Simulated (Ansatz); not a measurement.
## Te2Mo: band structure with BLYP

Slab: Te2Mo, a slab with vacuum.

```
Te Mo
1.0
     3.56138    0.00000    0.00000
    -1.78069    3.08425    0.00000
     0.00000    0.00000   38.99027
Te Mo
8 4
Direct
  0.33333 0.66667 0.32822
  0.33333 0.66667 0.95182
  0.66667 0.33333 0.14008
  0.66667 0.33333 0.76363
  0.66667 0.33333 0.04818
  0.66667 0.33333 0.67178
  0.33333 0.66667 0.23637
  0.33333 0.66667 0.85992
  0.66667 0.33333 0.28234
  0.66667 0.33333 0.90586
  0.33333 0.66667 0.09414
  0.33333 0.66667 0.71766
```

```yaml
Program: Ansatz 0.2.0
Task: band structure
Functional: BLYP
Potentials_or_basis: Ansatz PAW
Cutoff: "420 eV (not typed: the program's choice for these potentials)"
k_mesh: 9 × 9 × 1
Occupations: fermi-dirac, width 0.05 eV
Spin: no spin polarisation
Path: "[[\"G\", \"M\", \"K\", \"G\", \"A\", \"L\", \"H\", \"A\"], [\"L\", \"M\"], [\"K\", \"H\"]]"
Points_for_each_segment_of_the_path: 10
```

```json
{
  "Largest force": "0.696 eV/Å",
  "Band gap on the k mesh": "0.98 eV, indirect (least direct gap 1.00 eV)",
  "Band gap along the path": "0.98 eV, indirect (least direct gap 1.00 eV)"
}
```

Forces in eV/Å, atoms in the order of the input:
```
Te   0.000  0.000  0.696
Te   0.000  0.000  0.543
Te   0.000  0.000  0.551
Te   0.000  0.000  0.543
Te   0.000  0.000 -0.543
Te   0.000  0.000 -0.696
Te   0.000  0.000 -0.543
Te   0.000  0.000 -0.551
Mo   0.000  0.000 -0.011
Mo   0.000  0.000  0.008
Mo   0.000  0.000 -0.008
Mo   0.000  0.000  0.011
```

Stress tensor (GPa, compression positive):
```
4.75 0.00 0.00
0.00 4.75 0.00
0.00 0.00 4.30
```

Levels at the corners of the path, in eV from the valence-band top:
| point | band 88 | band 89 | band 90 | band 91 | band 92 | band 93 | band 94 | band 95 | band 96 | band 97 |
| --- | --- | --- | --- | --- | --- | --- | --- | --- | --- | --- |
| Γ | -0.94 | -0.61 | -0.26 | -0.09 | 0.00 | 2.90 | 2.90 | 2.92 | 2.92 | 2.94 |
| M | -0.69 | -0.48 | -0.44 | -0.39 | -0.36 | 1.28 | 1.29 | 1.30 | 1.31 | 1.57 |
| K | -1.73 | -0.11 | -0.08 | -0.04 | -0.01 | 0.98 | 0.98 | 0.99 | 0.99 | 1.65 |
| Γ | -0.94 | -0.61 | -0.26 | -0.09 | 0.00 | 2.90 | 2.90 | 2.92 | 2.92 | 2.94 |
| A | -0.94 | -0.61 | -0.26 | -0.09 | 0.00 | 2.90 | 2.90 | 2.92 | 2.92 | 2.94 |
| L | -0.69 | -0.48 | -0.44 | -0.39 | -0.36 | 1.28 | 1.29 | 1.30 | 1.31 | 1.57 |
| H | -1.73 | -0.11 | -0.08 | -0.04 | -0.01 | 0.98 | 0.98 | 0.99 | 0.99 | 1.65 |
| A | -0.94 | -0.61 | -0.26 | -0.09 | 0.00 | 2.90 | 2.90 | 2.92 | 2.92 | 2.94 |
| L | -0.69 | -0.48 | -0.44 | -0.39 | -0.36 | 1.28 | 1.29 | 1.30 | 1.31 | 1.57 |
| M | -0.69 | -0.48 | -0.44 | -0.39 | -0.36 | 1.28 | 1.29 | 1.30 | 1.31 | 1.57 |
| K | -1.73 | -0.11 | -0.08 | -0.04 | -0.01 | 0.98 | 0.98 | 0.99 | 0.99 | 1.65 |
| H | -1.73 | -0.11 | -0.08 | -0.04 | -0.01 | 0.98 | 0.98 | 0.99 | 0.99 | 1.65 |

Run time: 69 s on 4 threads of Arm Neoverse V1, with other jobs on the host, peak memory 2.7 GiB.

Caveat: spin-orbit coupling is left out, which moves the levels of the heavy elements; the PAW data sets come from PBE, with cores solved anew for the run's functional, which leaves a small shift of forces and pressure. BLYP gaps usually lie below the measured ones, often by a third to a half.
